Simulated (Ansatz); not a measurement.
## NaF: experiment and calculation

**What was measured.**

A printed reference work (data compilation) reports, for a bulk crystal of NaF at 300 K: lattice constant a 4.62 Å.

From a printed reference work (monograph), for a bulk crystal of NaF: band gap 11.6 eV.

Computed with DFT PBE, scalar-relativistic, plane waves, PAW in Ansatz.

Plane waves to 420 eV, a k mesh through Γ of 8×8×8 on the computed 2-atom cell and Gaussian smearing (0.02 eV); no spin polarisation.

Relaxed structure:

```
CELL_PARAMETERS angstrom
0.00000 2.35028 2.35028
2.35028 0.00000 2.35028
2.35028 2.35028 0.00000
ATOMIC_POSITIONS crystal
Na 0.00000 0.00000 0.00000
F 0.50000 0.50000 0.50000
```

* Space group: Fm-3m (No. 225)
* Volume per atom: 12.98 Å³
* Formation energy from the elements' standard states (uncorrected): -2.711 eV/atom
* Kohn–Sham band gap: 6.09 eV
* Orbital (Löwdin) character of the top 1 eV of the valence band: F 2p 98 %
* Orbital (Löwdin) character of the lowest 1 eV of the conduction band: Na 3s 75 %, unprojected 20 %
* Bader charge by site (e): Na (1 in the cell) 0.88, F (1 in the cell) -0.88

Measured lattice constant a of NaF: 4.62 Å (300 K; a printed reference work (data compilation)). This calculation gives 4.701 Å (+1.7 %). The calculation is for 0 K without zero-point motion. Against the measured band gap of NaF, 11.6 eV (a printed reference work (monograph)), the calculated 6.09 eV is off by -5.51 eV. Kohn–Sham gaps of semilocal functionals fall short of measured ones as a rule.

The cell was reached from a generator's guess, though it ends in a space group that the Crystallography Open Database lists for this formula. Löwdin shares on free-atom orbitals overweight diffuse shells in the empty bands.
